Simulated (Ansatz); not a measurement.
# MgO (Fm-3m) in Ansatz: further runs

The runs below take MgO through relaxation of cell and atoms, single point, with RPBE+D4, BLYP+D3(BJ), PBE.

Everything below comes from runs of Ansatz 0.2.0. Logs are shortened: lines on timing, memory, paths and dates and some standing lists are left out, and cuts for length are marked.

**The experiment to reproduce.**

“Electronic structure of alkaline earth and post-transition metal oxides”, 2009, arxiv:0908.1581 quotes, for a bulk crystal of MgO: band gap 7.83 eV.

The results are compared with them further down.

### Step 1. The structure

Symmetry: Fm-3m, No. 225, cubic system. Conventional cell: a = 4.194 Å, b = 4.194 Å, c = 4.194 Å, α = 90.00°, β = 90.00°, γ = 90.00°. Mg (site symmetry m-3m) is surrounded by 6 O at 2.10 Å. O (site symmetry m-3m) has 6 Mg at 2.10 Å as nearest neighbours.

The cell is a database's computed one.

### Step 2. Relaxation of cell and atoms, RPBE+D4

Input file input.yaml:

```yaml
crystal:
  lattice:
    - [0.0, 2.0970013927, 2.0970013927]
    - [2.0970013927, 0.0, 2.0970013927]
    - [2.0970013927, 2.0970013927, 0.0]
  atoms:
    - { symbol: Mg, position: [0.0, 0.0, 0.0] }
    - { symbol: O, position: [0.5, 0.5, 0.5] }
kpoints:
  mp_grid: { grid: [11, 11, 11] }
scf:
  occupations: { method: fermi_dirac, width: 0.05 }
hamiltonian:
  xc: rpbe
  dispersion: d4
  pseudopotentials: { kind: all_electron, lapw: { basis_error: 0.001 } }
output:
  forces: true
  stress: true
relax:
  f_tol: 0.01
  max_steps: 60
  cell: {}
```

Potentials or basis: all-electron LAPW, scalar-relativistic.

Command:

```sh
ansatz run input.yaml --threads 1 --pin off --max-ram 3072MiB --backend cpu --events-out ev --progress --plain --runs-dir out
```

Standard output:

```text
Warning: RAYON_NUM_THREADS=1 ignored (pool sized by the plan → 1); use --threads N
The last accepted step is kept in <dir> (removed where the run ends without a failure and the disk answers)
LAPW: plane waves up to 9.435 Å⁻¹, error target 1.0e-3 eV per atom; small_component_spin mean_spin; O in spheres of 0.995 Å, 8 of its electrons in bands, Dirac shells []; Mg in spheres of 1.039 Å, 10 of its electrons in bands, Dirac shells [] (how accurate: hamiltonian.pseudopotentials.lapw.basis_error, Limitations)
Engine: ansatz 0.2.0, aarch64-unknown-linux-gnu
Pseudopotentials: kind: all_electron
Pseudopotential: Mg, LAPW, valence charge 10, lapw/all_electron/scalar/gaussian/Mg, Koelling and Harmon's equation, gaussian nucleus
Pseudopotential: O, LAPW, valence charge 8, lapw/all_electron/scalar/gaussian/O, Koelling and Harmon's equation, gaussian nucleus
Functional definition: RPBE
  parameter kappa = 0.804
  parameter beta = 0.06672455060314922
  exchange = rpbe_x(kappa = kappa, mu = beta*pi^2/3)
  correlation = pbe_c(beta = beta)
Crystal: 2 atoms, lattice volume = 18.443 Å³
Basis set: ecut = 339.147849125852 eV, 259 PW (Γ), exchange–correlation at level 2
Bands: 13, of which v1, the nominal top of the filled ones, is band 9 counted from 1 (8 counted from 0)
Symmetry: 48 space group operations
Space group: Fm-3m (ITA 225), of the structure as read, at distance tolerance 2.6e-5 Å
k-points: 56 of 1331
Non-local potential: Mg, projectors of the file, none
Non-local potential: O, projectors of the file, none
Initial density: superposition of atomic densities (chi_scale 0.1, normalization cell, long waves kept (reshape's long-wave potential 0.00 eV rms))
Initial wavefunctions: plane waves of lowest kinetic energy (no species holds an atomic orbital)
Functional: x = rpbe, c = pbe(β = 0.06672455060314922)
iter 1 solved again at ethr=1.40e-2 eV; its pass at ethr=1.00e-1 eV (dr2=2.52e0 eV) is discarded
SCF iter   1: F=—  HF=-7509.328804 eV  |F-HF|=—  |Δ(HF+E_count)|=         —  Δρ=1.13e-1  dr2=2.52e0  ethr=1.40e-2  ⟨swp⟩=2.0  Hψ=4811  notcnv=0
preconditioner: auto → none  [insulator: Δε(μ)=6.776 eV  Ē_g=20.533 eV  σ=0.050 eV  W_gap=1.00  n_scr=8 (ndim 8)  ℏωp=24.5 eV  f_vac=0.000  D(μ)=0.00/eV (n_scr^D=0)  ε∞_Penn≈2.4]
iter 2 solved again at ethr=2.25e-4 eV; its pass at ethr=1.40e-2 eV (dr2=4.05e-2 eV) is discarded
SCF iter   2: F=—  HF=-7508.050662 eV  |F-HF|=—  |Δ(HF+E_count)|=    1.28e0  Δρ=2.17e-2  dr2=4.04e-2  ethr=2.25e-4  ⟨swp⟩=2.1  Hψ=3867  notcnv=0
SCF iter   3: F=—  HF=-7507.793701 eV  |F-HF|=—  |Δ(HF+E_count)|=   2.57e-1  Δρ=1.62e-2  dr2=5.27e-2  ethr=2.24e-4  ⟨swp⟩=3.0  Hψ=2372  notcnv=0
SCF iter   4: F=—  HF=-7507.801208 eV  |F-HF|=—  |Δ(HF+E_count)|=         —  Δρ=6.78e-4  dr2=4.11e-5  ethr=2.24e-4  ⟨swp⟩=2.0  Hψ=2181  notcnv=0
the basis was enlarged: its passes take 396.8 KiB over the memory plan, 1 of 1 planned eigensolver slots
SCF iter   5: F=—  HF=-7507.801405 eV  |F-HF|=—  |Δ(HF+E_count)|=   1.96e-4  Δρ=2.33e-4  dr2=8.33e-6  ethr=2.29e-7  ⟨swp⟩=3.0  Hψ=2158  notcnv=0
SCF iter   6: F=—  HF=-7507.801418 eV  |F-HF|=—  |Δ(HF+E_count)|=   1.32e-5  Δρ=5.49e-5  dr2=5.47e-7  ethr=4.63e-8  ⟨swp⟩=3.0  Hψ=2068  notcnv=0
SCF iter   7: F=-7507.801418 eV  HF=-7507.801418 eV  |F-HF|=6.46e-11  |Δ(HF+E_count)|=   3.97e-8  Δρ=7.09e-6  dr2=8.43e-9  ethr=3.04e-9  ⟨swp⟩=2.9  Hψ=2032  notcnv=0
SCF 1 converged in 7 iterations: F = -7507.801418 eV  dr2 = 8.43e-9
relax step   1: F+E_penalty+E_count = -7507.80141791 eV  Δ(F+E_penalty+E_count) = +0.000e0 eV  max|allowed force component| = 1.183e-30 eV/Å  Δτ_max = 0.0000 Å  P = +4.223 GPa  Ω = 18.443 Å³  (7 SCF iters, accepted)
Crystal: 2 atoms, lattice volume = 18.640 Å³
Basis set: ecut = 336.7512323802613 eV, 259 PW (Γ), exchange–correlation at level 2
Initial density: handed on by an earlier stage of this run
Initial wavefunctions: those handed on with the density
iter 1 solved again at ethr=1.68e-8 eV; its pass at ethr=1.00e-1 eV (dr2=3.03e-6 eV) is discarded
SCF iter   1: F=—  HF=-7507.805555 eV  |F-HF|=—  |Δ(HF+E_count)|=         —  Δρ=1.34e-4  dr2=3.57e-6  ethr=1.68e-8  ⟨swp⟩=4.9  Hψ=4430  notcnv=0
preconditioner: auto → none  [insulator: Δε(μ)=4.870 eV  Ē_g=18.720 eV  σ=0.050 eV  W_gap=1.00  n_scr=8 (ndim 8)  ℏωp=24.3 eV  f_vac=0.000  D(μ)=0.00/eV (n_scr^D=0)  ε∞_Penn≈2.7]
SCF iter   2: F=—  HF=-7507.805550 eV  |F-HF|=—  |Δ(HF+E_count)|=   4.87e-6  Δρ=6.36e-5  dr2=7.72e-7  ethr=1.68e-8  ⟨swp⟩=2.0  Hψ=1960  notcnv=0
iter 3 solved again at ethr=2.63e-10 eV; its pass at ethr=4.29e-9 eV (dr2=4.73e-8 eV) is discarded
SCF iter   3: F=-7507.805551 eV  HF=-7507.805551 eV  |F-HF|=3.17e-8  |Δ(HF+E_count)|=   3.84e-7  Δρ=1.63e-5  dr2=4.72e-8  ethr=2.63e-10  ⟨swp⟩=2.0  Hψ=3479  notcnv=0
SCF 2 converged in 3 iterations: F = -7507.805551 eV  dr2 = 4.72e-8
relax step   2: F+E_penalty+E_count = -7507.80555086 eV  Δ(F+E_penalty+E_count) = -4.133e-3 eV  max|allowed force component| = 9.368e-31 eV/Å  Δτ_max = 0.0000 Å  P = +2.504 GPa  Ω = 18.640 Å³  (3 SCF iters, accepted)
Crystal: 2 atoms, lattice volume = 18.935 Å³
Basis set: ecut = 333.2451117517298 eV, 259 PW (Γ), exchange–correlation at level 2
iter 1 solved again at ethr=5.16e-8 eV; its pass at ethr=1.00e-1 eV (dr2=9.29e-6 eV) is discarded
SCF iter   1: F=—  HF=-7507.807924 eV  |F-HF|=—  |Δ(HF+E_count)|=         —  Δρ=2.29e-4  dr2=1.08e-5  ethr=5.16e-8  ⟨swp⟩=4.7  Hψ=4364  notcnv=0
preconditioner: auto → none  [insulator: Δε(μ)=4.720 eV  Ē_g=18.539 eV  σ=0.050 eV  W_gap=1.00  n_scr=8 (ndim 8)  ℏωp=24.1 eV  f_vac=0.000  D(μ)=0.00/eV (n_scr^D=0)  ε∞_Penn≈2.7]
SCF iter   2: F=—  HF=-7507.807918 eV  |F-HF|=—  |Δ(HF+E_count)|=   5.72e-6  Δρ=1.05e-4  dr2=2.12e-6  ethr=5.16e-8  ⟨swp⟩=2.0  Hψ=1960  notcnv=0
SCF iter   3: F=—  HF=-7507.807920 eV  |F-HF|=—  |Δ(HF+E_count)|=   1.37e-6  Δρ=3.52e-5  dr2=2.31e-7  ethr=1.18e-8  ⟨swp⟩=2.9  Hψ=2031  notcnv=0
SCF iter   4: F=-7507.807920 eV  HF=-7507.807920 eV  |F-HF|=5.12e-8  |Δ(HF+E_count)|=   6.78e-8  Δρ=1.31e-5  dr2=3.12e-8  ethr=1.28e-9  ⟨swp⟩=3.0  Hψ=2081  notcnv=0
SCF 3 converged in 4 iterations: F = -7507.807920 eV  dr2 = 3.12e-8
relax step   3: F+E_penalty+E_count = -7507.80791976 eV  Δ(F+E_penalty+E_count) = -2.369e-3 eV  max|allowed force component| = 6.574e-31 eV/Å  Δτ_max = 0.0000 Å  P = +0.102 GPa  Ω = 18.935 Å³  (4 SCF iters, accepted)
Crystal: 2 atoms, lattice volume = 18.948 Å³
Basis set: ecut = 333.09652688507686 eV, 259 PW (Γ), exchange–correlation at level 2
iter 1 solved again at ethr=2.63e-10 eV; its pass at ethr=1.00e-1 eV (dr2=4.74e-8 eV) is discarded
SCF iter   1: F=—  HF=-7507.807927 eV  |F-HF|=—  |Δ(HF+E_count)|=         —  Δρ=1.62e-5  dr2=4.46e-8  ethr=2.63e-10  ⟨swp⟩=5.0  Hψ=4192  notcnv=0
preconditioner: auto → none  [insulator: Δε(μ)=4.711 eV  Ē_g=18.530 eV  σ=0.050 eV  W_gap=1.00  n_scr=8 (ndim 8)  ℏωp=24.1 eV  f_vac=0.000  D(μ)=0.00/eV (n_scr^D=0)  ε∞_Penn≈2.7]
SCF iter   2: F=-7507.807924 eV  HF=-7507.807924 eV  |F-HF|=4.87e-9  |Δ(HF+E_count)|=   3.58e-6  Δρ=9.55e-6  dr2=1.64e-8  ethr=2.48e-10  ⟨swp⟩=3.0  Hψ=2184  notcnv=0
SCF 4 converged in 2 iterations: F = -7507.807924 eV  dr2 = 1.64e-8
relax step   4: F+E_penalty+E_count = -7507.80792376 eV  Δ(F+E_penalty+E_count) = -3.997e-6 eV  max|allowed force component| = 4.026e-31 eV/Å  Δτ_max = 0.0000 Å  P = -0.001 GPa  Ω = 18.948 Å³  (2 SCF iters, accepted)
iter 1 solved again at ethr=9.27e-11 eV; its pass at ethr=1.00e-1 eV (dr2=1.67e-8 eV) is discarded
SCF iter   1: F=—  HF=-7507.807927 eV  |F-HF|=—  |Δ(HF+E_count)|=         —  Δρ=9.63e-6  dr2=1.67e-8  ethr=9.27e-11  ⟨swp⟩=3.0  Hψ=3648  notcnv=0
preconditioner: auto → none  [insulator: Δε(μ)=4.712 eV  Ē_g=18.530 eV  σ=0.050 eV  W_gap=1.00  n_scr=8 (ndim 8)  ℏωp=24.1 eV  f_vac=0.000  D(μ)=0.00/eV (n_scr^D=0)  ε∞_Penn≈2.7]
SCF iter   2: F=-7507.807923 eV  HF=-7507.807923 eV  |F-HF|=3.74e-9  |Δ(HF+E_count)|=   3.58e-6  Δρ=4.52e-6  dr2=3.41e-9  ethr=9.26e-11  ⟨swp⟩=3.0  Hψ=2259  notcnv=0
SCF 5 converged in 2 iterations: F = -7507.807923 eV  dr2 = 3.41e-9
relax step   5: F+E_penalty+E_count = -7507.80792336 eV  Δ(F+E_penalty+E_count) = +3.976e-7 eV  max|allowed force component| = 4.478e-31 eV/Å  Δτ_max = 0.0000 Å  P = +0.001 GPa  Ω = 18.948 Å³  stress off target by 5.69e-4 GPa  SCF on the basis re-selected at this cell (its energy is not comparable with the rows above)  (2 SCF iters)
basis re-selected at this cell: Δ(F+E_penalty+E_count) = +3.976e-7 eV, ΔP = +0.001 GPa vs the last step (what re-selecting the basis moved, after the strain that the cell walked since its last selection, with what the two solves' SCF thresholds leave and, on support functions, any second-order correction that the steps lacked; it is no measure of the basis error at this ecutwfc). This SCF's stress stands 5.69e-4 GPa from its target on what of the cell is left free (relax.cell.stress_tol is 5.00e-2 GPa) and its largest allowed force component is 4.48e-31 eV/Å (relax.f_tol is 1.00e-2 eV/Å): within both
SCF converged after 2 iterations
Free energy (F): -7507.807923 eV
Harris-Foulkes:  -7507.807923 eV  (|F-HF|=3.74e-9)
Internal energy: -7507.807923 eV  (E = F + TS)
E sigma→0 (E₀):  -7507.807923 eV
Fermi energy:    10.257289 eV
--- Per-component energies (eV) ---
  E_band       = -1289.990357
  E_kinetic    = 7513.328053
  E_xc         = -688.798485
  E_electrostatic = -14331.629101  (all electrons and nuclei)
  E_disp       = -0.708390  (pairwise vdW)
  E_smearing   = -0.000000  (= −TS)
  E_closure    = 0.000000  (closes the sum)
  E_atoms      = -7495.907242  (free atoms, spherical and without spin; not in F)
  Σ components = -7507.807923   (vs F -7507.807923, Δ=0.00e0)
  Basis errors (estimates in eV, not in F): energy 4.1e-4 per atom: plane waves 3.8e-4 (2.0e-4 summed), levels above the bands 1.4e-117, relativity 1.3e-8, radial functions 3.7e-5, core shells 8.2e-12; eigenvalues (radial functions only) 1.0e-5; not estimated: angular momenta, meshes, grids; target (lapw.basis_error) 1.0e-3; muffin-tin radii O 1.004 Å, Mg 1.048 Å
--- Forces (eV/Å), atoms counted from 1 ---
  atom   1  Mg    -0.00000000     0.00000000    -0.00000000
  atom   2  O      0.00000000    -0.00000000     0.00000000
  max |Σ_I F_I| component: 6.82e-31 eV/Å
--- Stress (GPa, compression-positive) ---
        0.000569      -0.000000      -0.000000
       -0.000000       0.000569      -0.000000
       -0.000000      -0.000000       0.000569
  P = ⅓ Tr σ = 0.0006 GPa (0.006 kbar)
--- Relaxed structure (4 steps of the walk, 4 accepted, 1 SCFs on fresh bases) ---
  F+E_penalty+E_count = -7507.80792336 eV   max|allowed force component| = 4.478e-31 eV/Å   (the final SCF, on the basis selected at the relaxed cell)
  cell:  # Å, volume = 18.9476 Å³
    - [1.8132331713984566e-34, 2.115963637953081, 2.115963637953081]
    - [2.115963637953081, 4.561953008822082e-34, 2.115963637953081]
    - [2.115963637953081, 2.115963637953081, 1.1104328348251758e-33]
  atoms:
    - { symbol: Mg, position: [4.424684110746451e-36, -3.9463398825577084e-36, -3.9463398825573823e-36] }
    - { symbol: O, position: [0.5, 0.5, 0.5] }
```

Run time: 19 s. Hardware: 1 thread of Arm Neoverse V1, shared host; peak memory 0.28 GiB.

Results:

| Quantity | Value |
| --- | --- |
| Free energy | -7507.8079 eV |
| Relaxed volume | 9.47 Å³/atom |
| Relaxed cell | a = 2.992 Å, b = 2.992 Å, c = 2.992 Å, α = 60.00°, β = 60.00°, γ = 60.00° |
| Space group after relaxing (to 0.05 Å) | Fm-3m (No. 225) |
| Energy gained by relaxing | 3.3 meV/atom |
| Ionic steps | 5 |
| Pressure after relaxing | 0.0 GPa |
| Band gap on the k mesh | 4.71 eV |

Step by step:
| step | energy change (eV) | largest force (eV/Å) | volume (Å³) |
| --- | --- | --- | --- |
| 1 | 0.0000 | 0.0000 | 18.44 |
| 2 | -0.0041 | 0.0000 | 18.64 |
| 3 | -0.0065 | 0.0000 | 18.93 |
| 4 | -0.0065 | 0.0000 | 18.95 |
| 5 | -0.0065 | 0.0000 | 18.95 |

Final structure:
```yaml
crystal:
  lattice:
    - [0.00000, 2.11596, 2.11596]
    - [2.11596, 0.00000, 2.11596]
    - [2.11596, 2.11596, 0.00000]
  atoms:
    - { symbol: Mg, position: [0.00000, 0.00000, 0.00000] }
    - { symbol: O, position: [0.50000, 0.50000, 0.50000] }
```

Caveat: an odd mesh through Γ misses points on the zone boundary, where band edges often lie. Expect the measured gap to be larger: semilocal functionals such as RPBE lack the derivative discontinuity.

### Step 3. Relaxation of cell and atoms, BLYP+D3(BJ)

input.yaml: that of step 2 with these lines changed.

```diff
@@ -13,4 +13,4 @@
 hamiltonian:
-  xc: rpbe
-  dispersion: d4
+  xc: blyp
+  dispersion: d3bj
   pseudopotentials: { kind: all_electron, lapw: { basis_error: 0.001 } }
@@ -20,3 +20,3 @@
 relax:
-  f_tol: 0.01
+  f_tol: 0.005
   max_steps: 60
```

Potentials or basis: all-electron LAPW, scalar-relativistic.

Command:

```sh
ansatz run input.yaml --threads 1 --pin off --max-ram 3072MiB --backend cpu --events-out ev --progress --plain --runs-dir out
```

It took 14 s on 1 thread of Arm Neoverse V1, shared host; peak memory 0.28 GiB.

It converged, with:

| Quantity | Value |
| --- | --- |
| Free energy | -7509.2096 eV |
| Relaxed volume | 9.11 Å³/atom |
| Relaxed cell | a = 2.953 Å, b = 2.953 Å, c = 2.953 Å, α = 60.00°, β = 60.00°, γ = 60.00° |
| Space group after relaxing (to 0.05 Å) | Fm-3m (No. 225) |
| Energy gained by relaxing | 0.7 meV/atom |
| Ionic steps | 4 |
| Pressure after relaxing | 0.0 GPa |
| Band gap on the k mesh | 5.27 eV |

The path:
```csv
step,energy change (eV),largest force (eV/Å),volume (Å³)
1,0.0000,0.0000,18.44
2,-0.0009,0.0000,18.35
3,-0.0015,0.0000,18.21
4,-0.0015,0.0000,18.21
```

Final structure:
```cif
data_structure
_symmetry_space_group_name_H-M 'P 1'
_symmetry_Int_Tables_number 1
_cell_length_a 2.9531
_cell_length_b 2.9531
_cell_length_c 2.9531
_cell_angle_alpha 60.000
_cell_angle_beta 60.000
_cell_angle_gamma 60.000
_cell_volume 18.21
loop_
_atom_site_label
_atom_site_type_symbol
_atom_site_fract_x
_atom_site_fract_y
_atom_site_fract_z
_atom_site_occupancy
Mg1 Mg 0.00000 0.00000 0.00000 1
O1 O 0.50000 0.50000 0.50000 1
```

Caveat: an odd mesh through Γ misses points on the zone boundary, where band edges often lie.

### Step 4. Single point, PBE

input.yaml: that of step 3 with these lines changed.

```diff
@@ -11,6 +11,5 @@
 scf:
-  occupations: { method: fermi_dirac, width: 0.05 }
+  occupations: { method: gaussian, width: 0.026 }
 hamiltonian:
-  xc: blyp
-  dispersion: d3bj
+  xc: pbe
   pseudopotentials: { kind: all_electron, lapw: { basis_error: 0.001 } }
@@ -19,5 +18,2 @@
   stress: true
-relax:
-  f_tol: 0.005
-  max_steps: 60
-  cell: {}
+  eigenvalues: true
```

Command:

```sh
ansatz run input.yaml --threads 1 --pin off --max-ram 3072MiB --backend cpu --events-out ev --progress --plain --runs-dir out
```

It took 5.8 s on 1 thread of Intel Xeon Platinum 8375C at 2.90GHz (Ice Lake), shared host; peak memory 0.32 GiB.

Results (log left out):

```
Free energy            : -7502.6471 eV
Pressure               : 7.0 GPa
Band gap on the k mesh : 4.86 eV, direct
```

Levels at points of the mesh, in eV from the valence-band top:
```
           k point  band 7  band 8  band 9  band 10  band 11  band 12
(0.00, 0.00, 0.00)    0.00    0.00    0.00     4.86    15.89    15.89
```

### Step 5. Overview

| task | level | cell | cutoff (eV) | smearing | gap on the mesh (eV) | pressure (GPa) | relaxed volume (Å³/atom) |
| --- | --- | --- | --- | --- | --- | --- | --- |
| relaxation of cell and atoms | RPBE+D4 | relaxed | - | fermi-dirac 0.05 eV | 4.71 | 0.0 | 9.47 |
| relaxation of cell and atoms | BLYP+D3(BJ) | relaxed | - | fermi-dirac 0.05 eV | 5.27 | 0.0 | 9.11 |
| single point | PBE | as given | 316 | gaussian 0.026 eV | 4.86 | 7.0 | - |

Alike in all rows: potentials or basis all-electron LAPW, scalar-relativistic; no spin polarisation; k mesh 11 × 11 × 11; basis error allowed 0.001 eV/atom.

Caveats: an odd mesh through Γ misses points on the zone boundary, where band edges often lie (some runs).

Compare energies only between runs with the same functional and basis.

### Step 6. Comparison with measurements

Step 4. Against the measured gap of MgO, 7.83 eV (quoted in “Electronic structure of alkaline earth and post-transition metal oxides”, 2009, arxiv:0908.1581), the calculated 4.86 eV is off by -2.97 eV. The value is that of PBE, without temperature or zero-point motion. Semilocal functionals fall short of measured gaps as a rule. The cell is a database's relaxed one, not the measured one, which moves gaps too.
